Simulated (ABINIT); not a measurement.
# A GW chain in ABINIT: BAs (F-43m), part 2 of 3

Aim: the G0W0 gap of BAs (F-43m) on LDA, step by step.

ABINIT 10.8.3; LDA and many-body steps on it, plane waves. Known limits of the many-body steps: not at the basis limit; no spin-orbit coupling.

So far. Step 2 (Ground state): The gap is indirect, with the least direct gap 2.11 eV higher.

**3. Bands along the symmetry lines**

Level of this step: DFT, LDA, plane waves, norm-conserving pseudopotentials (ABINIT).

The cheap functional maps the bands first; the places of the edges decide which points the dearer methods must see.

Input file run.abi:

```
acell 3*1.0 Angstrom
rprim 
  -0.000000000000 2.388500000000 2.388500000000
  2.388500000000 -0.000000000000 2.388500000000
  2.388500000000 2.388500000000 -0.000000000000
ntypat 2
znucl 5 33
natom 2
typat 1 2
xred 
  0.000000000000 0.000000000000 0.000000000000
  0.250000000000 0.250000000000 0.250000000000
pp_dirpath "pseudos"
pseudos "B.upf, As.upf"
ecut 44
iscf -2
irdden 1
kptopt 0
nkpt 50
kpt 
  0.00000000 0.00000000 0.00000000
  -0.06250000 -0.06250000 0.00000000
  -0.12500000 -0.12500000 0.00000000
  -0.18750000 -0.18750000 0.00000000
  -0.25000000 -0.25000000 0.00000000
  -0.31250000 -0.31250000 0.00000000
  -0.37500000 -0.37500000 0.00000000
  -0.43750000 -0.43750000 0.00000000
  -0.50000000 -0.50000000 0.00000000
  -0.48437500 -0.48437500 0.03125000
  -0.46875000 -0.46875000 0.06250000
  -0.45312500 -0.45312500 0.09375000
  -0.43750000 -0.43750000 0.12500000
  -0.42187500 -0.42187500 0.15625000
  -0.40625000 -0.40625000 0.18750000
  -0.39062500 -0.39062500 0.21875000
  -0.37500000 -0.37500000 0.25000000
  -0.37500000 0.00000000 0.37500000
  -0.32812500 0.00000000 0.32812500
  -0.28125000 0.00000000 0.28125000
  -0.23437500 0.00000000 0.23437500
  -0.18750000 0.00000000 0.18750000
  -0.14062500 0.00000000 0.14062500
  -0.09375000 0.00000000 0.09375000
  -0.04687500 0.00000000 0.04687500
  0.00000000 0.00000000 0.00000000
  0.00000000 0.00000000 0.06250000
  0.00000000 0.00000000 0.12500000
  0.00000000 0.00000000 0.18750000
  0.00000000 0.00000000 0.25000000
  0.00000000 0.00000000 0.31250000
  0.00000000 0.00000000 0.37500000
  0.00000000 0.00000000 0.43750000
  -0.00000000 -0.00000000 0.50000000
  -0.06250000 -0.03125000 0.46875000
  -0.12500000 -0.06250000 0.43750000
  -0.18750000 -0.09375000 0.40625000
  -0.25000000 -0.12500000 0.37500000
  -0.31250000 -0.15625000 0.34375000
  -0.37500000 -0.18750000 0.31250000
  -0.43750000 -0.21875000 0.28125000
  -0.50000000 -0.25000000 0.25000000
  -0.50000000 -0.28125000 0.21875000
  -0.50000000 -0.31250000 0.18750000
  -0.50000000 -0.34375000 0.15625000
  -0.50000000 -0.37500000 0.12500000
  -0.50000000 -0.40625000 0.09375000
  -0.50000000 -0.43750000 0.06250000
  -0.50000000 -0.46875000 0.03125000
  -0.50000000 -0.50000000 0.00000000
istwfk *1
nband 23
nbdbuf 5
tolwfr 1e-07
nstep 50
prtwf 0
prtvol 0
indata_prefix "in"
outdata_prefix "out"
tmpdata_prefix "tmp"
```

Started as:

```
> OMP_NUM_THREADS=1 mpirun -n 4 abinit run.abi > log
```

Numbers of over 12 decimals in the logs are rounded to 6 here.

The program printed:

```text
.Version 10.8.3 of ABINIT. v10.8.2 released Aug 2026.

 Symmetries : space group F-4 3 m (#216); Bravais cF (face-center cubic)
[... echo of the input left out ...]
== DATASET  1 ==================================================================
-   mpi_nproc: 4, omp_nthreads: 1 (-1 if OMP is not activated)

--- !DatasetInfo
iteration_state: {dtset: 1, }
dimensions: {natom: 2, nkpt: 50, mband: 23, nsppol: 1, nspinor: 1, nspden: 1, mpw: 2637, }
cutoff_energies: {ecut:  44.0, pawecutdg:  -1.0, }
electrons: {nelect:   2.60000000E+01, charge:   0.00000000E+00, occopt:   1.00000000E+00, tsmear:   1.00000000E-02, }

 Real(R)+Recip(G) space primitive vectors, cartesian coordinates (Bohr,Bohr^-1):
 R(1)=  0.0000000  4.5136109  4.5136109  G(1)= -0.1107761  0.1107761  0.1107761
 R(2)=  4.5136109  0.0000000  4.5136109  G(2)=  0.1107761 -0.1107761  0.1107761
 R(3)=  4.5136109  4.5136109  0.0000000  G(3)=  0.1107761  0.1107761 -0.1107761
 Unit cell volume ucvol=  1.8390873E+02 bohr^3
 Angles (23,13,12)=  6.00000000E+01  6.00000000E+01  6.00000000E+01 degrees

 getcut: wavevector=  0.0000  0.0000  0.0000  ngfft=  40  40  40
         ecut(hartree)=     44.000   => boxcut(ratio)=   2.09860

--- Pseudopotential description ------------------------------------------------
- B Generated using ONCVPSP code by D. R. Hamann
-  5.00000   3.00000  180309                  znucl, zion, pspdat
12 -1012 1 -1 1498                            pspcod,pspxc,lmax,lloc,mmax
     nproj     2     2     0
  pspatm : epsatm=    3.19369156
         --- l  ekb(1:nproj) -->
             0    8.437831    1.245441
             1   -3.670611   -0.766497
 pspatm: atomic psp has been read  and splines computed

- As Generated using ONCVPSP code by D. R. Hamann
- 33.00000  23.00000  180309                  znucl, zion, pspdat
12 -1012 2 -1 1326                            pspcod,pspxc,lmax,lloc,mmax
     nproj     2     2     2
  pspatm : epsatm=   24.70505022
         --- l  ekb(1:nproj) -->
             0    4.065557   -2.237212
[...]
pspatm: atomic psp has been read  and splines computed

--------------------------------------------------------------------------------

================================================================================
 prteigrs : about to open file out_EIG
 Non-SCF case, kpt    1 (  0.00000  0.00000  0.00000), residuals and eigenvalues=
  4.87E-08  2.02E-08  4.62E-08  8.63E-08  4.14E-08  2.09E-08  9.24E-08  4.30E-08
  7.78E-08  5.52E-08  8.94E-09  6.14E-08  3.61E-08  2.61E-08  7.01E-08  3.74E-08
  8.85E-08  7.73E-08  4.51E-08  3.45E-07  7.23E-08  4.35E-08  8.10E-08
 -6.4964E+00 -4.4342E+00 -4.4342E+00 -4.4342E+00 -1.0353E+00 -1.0353E+00
 -1.0353E+00 -1.0345E+00 -1.0345E+00 -2.8054E-01  2.8531E-01  2.8531E-01
  2.8531E-01  4.0509E-01  4.0509E-01  4.0509E-01  4.5588E-01  6.2946E-01
  7.7267E-01  7.7267E-01  8.1267E-01  8.1267E-01  8.1267E-01
[...]
6.7754E-01  7.8674E-01  8.4044E-01  8.4044E-01  8.9822E-01
[...]
Non-SCF case, kpt   49 ( -0.50000 -0.46875  0.03125), residuals and eigenvalues=
[...]
9.0464E-01  9.3173E-01  9.5369E-01  1.0044E+00  1.0207E+00
 Non-SCF case, kpt   50 ( -0.50000 -0.50000  0.00000), residuals and eigenvalues=
[...]
-1.0345E+00 -1.0345E+00 -1.0340E+00 -1.2941E-01 -2.3936E-02  1.3574E-01
  1.3574E-01  3.3479E-01  3.3826E-01  6.9903E-01  6.9903E-01  7.5037E-01
  9.1417E-01  9.4727E-01  9.4727E-01  9.8530E-01  1.0132E+00

--- !ResultsGS
iteration_state: {dtset: 1, }
comment   : Summary of ground state results
lattice_vectors:
- [ -0.0000000,   4.5136109,   4.5136109, ]
- [  4.5136109,  -0.0000000,   4.5136109, ]
- [  4.5136109,   4.5136109,  -0.0000000, ]
lattice_lengths: [   6.38321,    6.38321,    6.38321, ]
lattice_angles: [ 60.000,  60.000,  60.000, ] # degrees, (23, 13, 12)
lattice_volume:   1.8390873E+02
convergence: {deltae:  0.000E+00, res2:  0.000E+00, residm:  9.995E-08, diffor:  0.000E+00, }
etotal    :  -3.11277457E+02
entropy   :   0.00000000E+00
fermie    :   2.85306864E-01
cartesian_stress_tensor: null
pressure_GPa: null
xred      :
- [  0.0000E+00,   0.0000E+00,   0.0000E+00,  B]
- [  2.5000E-01,   2.5000E-01,   2.5000E-01, As]
cartesian_forces: null
force_length_stats: {min: null, max: null, mean: null, }

 Integrated electronic density in atomic spheres:
 ------------------------------------------------
 Atom  Sphere_radius  Integrated_density
[...]
================================================================================

 ----iterations are completed or convergence reached----

 Mean square residual over all n,k,spin=   42.942E-09; max=  99.948E-09
 reduced coordinates (array xred) for    2 atoms
       0.000000000000      0.000000000000      0.000000000000
       0.250000000000      0.250000000000      0.250000000000

 cartesian coordinates (angstrom) at end:
    1      0.000000     0.000000     0.000000
    2      1.194250     1.194250     1.194250
 length scales=  1.889726125908  1.889726125908  1.889726125908 bohr
              =  1.000000000000  1.000000000000  1.000000000000 angstroms
 prteigrs : about to open file out_EIG
 Eigenvalues (hartree) for nkpt=  50  k points:
 kpt#   1, nband= 23, wtk=  1.00000, kpt=  0.0000  0.0000  0.0000 (reduced coord)
[...]
kpt#   2, nband= 23, wtk=  1.00000, kpt= -0.0625 -0.0625  0.0000 (reduced coord)
[...]
kpt#   3, nband= 23, wtk=  1.00000, kpt= -0.1250 -0.1250  0.0000 (reduced coord)
[...]
kpt#  49, nband= 23, wtk=  1.00000, kpt= -0.5000 -0.4687  0.0313 (reduced coord)
[...]
0.69659    0.74841    0.90464    0.93173    0.95369    1.00439    1.02070
 kpt#  50, nband= 23, wtk=  1.00000, kpt= -0.5000 -0.5000  0.0000 (reduced coord)
  -6.49641   -4.43409   -4.43408   -4.43408   -1.03537   -1.03460   -1.03449   -1.03449
  -1.03403   -0.12941   -0.02394    0.13574    0.13574    0.33479    0.33826    0.69903
   0.69903    0.75037    0.91417    0.94727    0.94727    0.98530    1.01316

== END DATASET(S) ==============================================================
================================================================================

 -outvars: echo values of variables after computation  --------
            nband          23
             nkpt          50
          spgroup         216
 [... the other variables as echoed above ...]

 Calculation completed.
```

The job ended after 13 s (4 MPI ranks of Arm Neoverse V1, shared host; peak memory 0.29 GiB).

Numbers from this step:

```
gap                        : 1.151 eV
k of the valence top       : 0, 0, 0
k of the conduction bottom : -0.375, -0.375, 0
least direct gap           : 3.259 eV
```

The gap is 1.151 eV, as in the run before at this level.

Electronic bands along the path, in eV, zero at the top of the highest filled band:

| point | band 10 | band 11 | band 12 | band 13 | band 14 | band 15 | band 16 | band 17 |
| --- | --- | --- | --- | --- | --- | --- | --- | --- |
| Γ | -15.40 | 0.00 | 0.00 | 0.00 | 3.26 | 3.26 | 3.26 | 4.64 |
| halfway | -14.06 | -4.07 | -2.70 | -2.70 | 1.62 | 4.49 | 7.35 | 7.35 |
| X | -11.29 | -8.42 | -4.07 | -4.07 | 1.35 | 1.44 | 11.26 | 11.26 |
| halfway | -11.25 | -8.30 | -4.91 | -3.92 | 1.55 | 2.75 | 10.61 | 10.69 |
| U | -11.32 | -8.03 | -5.96 | -3.48 | 2.00 | 5.49 | 9.16 | 9.66 |
| jump to K | -11.32 | -8.03 | -5.96 | -3.48 | 2.00 | 5.49 | 9.16 | 9.66 |
| halfway | -13.92 | -5.11 | -3.78 | -1.13 | 3.94 | 4.88 | 5.74 | 6.92 |
| Γ | -15.40 | 0.00 | 0.00 | 0.00 | 3.26 | 3.26 | 3.26 | 4.64 |
| halfway | -14.40 | -4.92 | -1.15 | -1.15 | 3.04 | 4.64 | 4.64 | 7.81 |
| L | -12.55 | -8.74 | -1.81 | -1.81 | 2.68 | 4.78 | 4.78 | 8.73 |
| halfway | -11.99 | -8.23 | -4.54 | -3.07 | 3.92 | 4.74 | 7.41 | 8.97 |
| W | -11.13 | -7.93 | -5.50 | -5.20 | 5.21 | 5.86 | 6.72 | 7.06 |
| halfway | -11.21 | -8.21 | -4.81 | -4.70 | 2.88 | 2.92 | 9.64 | 9.88 |
| X | -11.29 | -8.42 | -4.07 | -4.07 | 1.35 | 1.44 | 11.26 | 11.26 |

The electronic bands as a text plot (rows in eV, shown from -8.0 to 7.2 only):

```
    6.8 |                   +++++++        +            +++
    6.2 |    +                     ++    ++          +
    5.6 |  +++            +   +++                   +   ++++
    4.9 |++++            +      +++  ++++   ++++++++  ++ +++
    4.3 |     ++                 ++++      +        ++ ++   +
    3.7 | +     ++      +     ++++++++  +++          ++
    3.0 |++            +    ++       +++ +++++++  +++        +
    2.4 |  ++     +        +                    ++            +
    1.8 |    +++   ++ +++++                                    ++
    1.2 |       +++++++                                         +
    0.5 |
   -0.1 |**                        ******
   -0.7 | *                      **  *  ****
   -1.4 |  **                   *  **       ****
   -2.0 |    *                **   **    **     *****
   -2.6 |    ***            **   **                 **
   -3.3 |       **        **               *          *
   -3.9 |     **  ********      ***                  * *        *
   -4.5 |             *       **                      * **   ***
   -5.2 |       **     **       *           *          *  ***
   -5.8 |                *****                          ***
   -6.4 |                     **             **
   -7.1 |         *         **
   -7.7 |          **      *                   *        ****
         Γ           X  U|K            Γ         L        W     X
```

**4. Empty states on the mesh, 6×6×6 mesh, 103 bands**

The sums over transitions need many empty states on a uniform mesh; this step solves for them.

Input file run.abi:

```
acell 3*1.0 Angstrom
rprim 
  -0.000000000000 2.388500000000 2.388500000000
  2.388500000000 -0.000000000000 2.388500000000
  2.388500000000 2.388500000000 -0.000000000000
ntypat 2
znucl 5 33
natom 2
typat 1 2
xred 
  0.000000000000 0.000000000000 0.000000000000
  0.250000000000 0.250000000000 0.250000000000
pp_dirpath "pseudos"
pseudos "B.upf, As.upf"
ecut 44
ngkpt 6 6 6
nshiftk 1
shiftk 0 0 0
kptopt 1
chksymbreak 0
irdden 1
istwfk *1
nband 103
prtvol 0
optdriver 6
gwr_task "HDIAGO"
paral_kgb 0
occopt 1
indata_prefix "in"
outdata_prefix "out"
tmpdata_prefix "tmp"
```

The program printed:

```text
[banner, memory and clock lines left out]
.Version 10.8.3 of ABINIT. v10.8.2 released Aug 2026.

 Symmetries : space group F-4 3 m (#216); Bravais cF (face-center cubic)
[... echo of the input left out ...]
== DATASET  1 ==================================================================
-   mpi_nproc: 4, omp_nthreads: 1 (-1 if OMP is not activated)

--- !DatasetInfo
iteration_state: {dtset: 1, }
dimensions: {natom: 2, nkpt: 16, mband: 103, nsppol: 1, nspinor: 1, nspden: 1, mpw: 2637, }
cutoff_energies: {ecut:  44.0, pawecutdg:  -1.0, }
electrons: {nelect:   2.60000000E+01, charge:   0.00000000E+00, occopt:   1.00000000E+00, tsmear:   1.00000000E-02, }

.Using double precision arithmetic; gwpc =  8

- Reading GS density from: in_DEN

--- Pseudopotential description ------------------------------------------------
- B Generated using ONCVPSP code by D. R. Hamann
-  5.00000   3.00000  180309                  znucl, zion, pspdat
12 -1012 1 -1 1498                            pspcod,pspxc,lmax,lloc,mmax
     nproj     2     2     0
  pspatm : epsatm=    3.19369156
         --- l  ekb(1:nproj) -->
             0    8.437831    1.245441
             1   -3.670611   -0.766497
 pspatm: atomic psp has been read  and splines computed

- As Generated using ONCVPSP code by D. R. Hamann
- 33.00000  23.00000  180309                  znucl, zion, pspdat
12 -1012 2 -1 1326                            pspcod,pspxc,lmax,lloc,mmax
     nproj     2     2     2
  pspatm : epsatm=   24.70505022
         --- l  ekb(1:nproj) -->
             0    4.065557   -2.237212
             1   -6.627970   -2.087645
             2  -10.058836   -4.332574
 pspatm: atomic psp has been read  and splines computed

   7.25367286E+02                                ecore*ucvol(ha*bohr**3)

 Total charge density [el/Bohr^3]
)     Maximum=    7.0813E+00  at reduced coord.    0.2000    0.3000    0.3000
)     Minimum=    4.7346E-03  at reduced coord.    0.7500    0.7500    0.7500
   Integrated=    2.6000E+01

 === KS gaps after direct diagonalization ===
 Indirect band gap semiconductor
 Fundamental gap:     1.238 (eV)
   VBM:     7.764 (eV) at k: [ 0.0000E+00,  0.0000E+00,  0.0000E+00]
   CBM:     9.002 (eV) at k: [ 3.3333E-01,  3.3333E-01,  0.0000E+00]
 Direct gap:         3.259 (eV) at k: [ 0.0000E+00,  0.0000E+00,  0.0000E+00]

== END DATASET(S) ==============================================================

 -outvars: echo values of variables after computation  --------
           etotal      0.0000000000E+00
            nband         103
             nkpt          16
          spgroup         216
 [... the other variables as echoed above ...]

 Calculation completed.
```

It took 68 s on 4 MPI ranks; peak memory 1.7 GiB.

This step gave:

| Quantity | Value |
| --- | --- |
| gap | 1.238 eV |
| k of the valence top | 0, 0, 0 |
| k of the conduction bottom | 0.3333, 0.3333, 0 |
| least direct gap | 3.259 eV |
| k points computed | 16 |
| lowest point of the top converged band, above the valence top | 104.8962 eV |

On this mesh the gap is 1.238 eV. The earlier step found 1.151 eV, so this mesh misses an edge.

**5. Screening, 6×6×6 mesh, 95 bands, screening to 179.6 eV**

The RPA dielectric matrix is built and inverted for each q.

This step: RPA screening on LDA, plane waves, norm-conserving pseudopotentials.

Changes to run.abi since step 4:

```diff
@@ -20,10 +20,11 @@
 chksymbreak 0
-irdden 1
 istwfk *1
-nband 103
-prtvol 0
-optdriver 6
-gwr_task "HDIAGO"
-paral_kgb 0
 occopt 1
+irdwfk 1
+optdriver 3
+nband 95
+ecuteps 6.6
+inclvkb 2
+awtr 1
+symchi 1
 indata_prefix "in"
```

The program printed:

```text
.Version 10.8.3 of ABINIT. v10.8.2 released Aug 2026.

 Symmetries : space group F-4 3 m (#216); Bravais cF (face-center cubic)
[... echo of the input left out ...]
== DATASET  1 ==================================================================
-   mpi_nproc: 4, omp_nthreads: 1 (-1 if OMP is not activated)

--- !DatasetInfo
iteration_state: {dtset: 1, }
dimensions: {natom: 2, nkpt: 16, mband: 95, nsppol: 1, nspinor: 1, nspden: 1, mpw: 2637, }
cutoff_energies: {ecut:  44.0, pawecutdg:  -1.0, }
electrons: {nelect:   2.60000000E+01, charge:   0.00000000E+00, occopt:   1.00000000E+00, tsmear:   1.00000000E-02, }

 SCREENING: Calculation of the susceptibility and dielectric matrices

 Based on a program developped by R.W. Godby, V. Olevano, G. Onida, and L. Reining.
 Incorporated in ABINIT by V. Olevano, G.-M. Rignanese, and M. Torrent.
.Using double precision arithmetic ; gwpc =  8

[... cell and pseudopotentials left out ...]
--------------------------------------------------------------------------------

 ==== K-mesh for the wavefunctions ====
 Number of points in the irreducible wedge :    16
[... list of points left out ...]
 Together with 24 symmetry operations and time-reversal symmetry
 yields   216 points in the full Brillouin Zone.

 ==== Q-mesh for the screening function ====
 Number of points in the irreducible wedge :    16
[... list of points left out ...]
 Together with 24 symmetry operations and time-reversal symmetry
 yields   216 points in the full Brillouin Zone.

 setmesh: FFT mesh size selected  =    27x   27x   27
          total number of points  =        19683

 vcoul_init : cutoff-mode = AUXILIARY_FUNCTION
 q-points for optical limit:   1
     1)      0.000010    0.000020    0.000030

- screening: taking advantage of time-reversal symmetry
- Maximum band index for partially occupied states nbvw = 13
- Remaining bands to be divided among processors   nbcw = 82
- Number of bands treated by each node ~20

 Number of electrons calculated from density =   26.0000; Expected =   26.0000
 average of density, n =  0.141374
 r_s =    1.1908
 omega_plasma =   36.2695 [eV]

 calculating chi0 at frequencies [eV] :
  1    0.000000E+00    0.000000E+00
  2    0.000000E+00    3.626946E+01

--------------------------------------------------------------------------------
  q-point number  1        q = ( 0.000000, 0.000000, 0.000000) [r.l.u.]
--------------------------------------------------------------------------------
[... chi0 elements left out ...]
 For q-point:  0.000010 0.000020 0.000030
  dielectric constant =  10.6684
  dielectric constant without local fields =  11.6944

  Average fulfillment of the sum rule on Im[epsilon] for q-point    1 :     46.44  [%]
[... wings left out ...]
  q-point number  2        q = ( 0.166667, 0.000000, 0.000000) [r.l.u.]
--------------------------------------------------------------------------------
[... chi0 elements left out ...]
  Average fulfillment of the sum rule on Im[epsilon] for q-point    2 :     55.68  [%]

 [... 14 further q-points ...]
```

Wall time 2.5 min (4 MPI ranks); peak memory 1.1 GiB.

This step gave:

```yaml
eps_infinity_with_local_fields_on_this_mesh_along_the_program_s_q_direction: 10.67
the_same_without_local_fields: 11.69
plasma_frequency: 36.27 eV
plane_waves_in_the_screening_matrix: 169
```

Local fields lower ε∞ by 9 %.

[end of part 2 of 3]

[Paths, hosts, dates, memory and timing lines, banners, echoed tables and standing remarks are left out of the program output.]

[Logs are printed without paths, hosts, clocks, repeated set-up lines and the standing remarks that a program may print on its own settings, such as how far it seeks lower states.]

[Runs of the session that timed out or met a known fault of the program may be left out.]

[Hosts, paths, dates, database ids (printed as entryN), source tags and the programs' standing remarks are cut or masked in the printed files.]

[G0W0 gaps are taken among the corrected bands and points alone; a level outside them can change the order at an edge.]

[Where Ansatz stands beside ABINIT at settings called matched, ABINIT's density can come from a denser mesh and the files from another edition; pairs whose starting gaps differed by over 0.03 eV were left out, so agreement reads better than it is.]
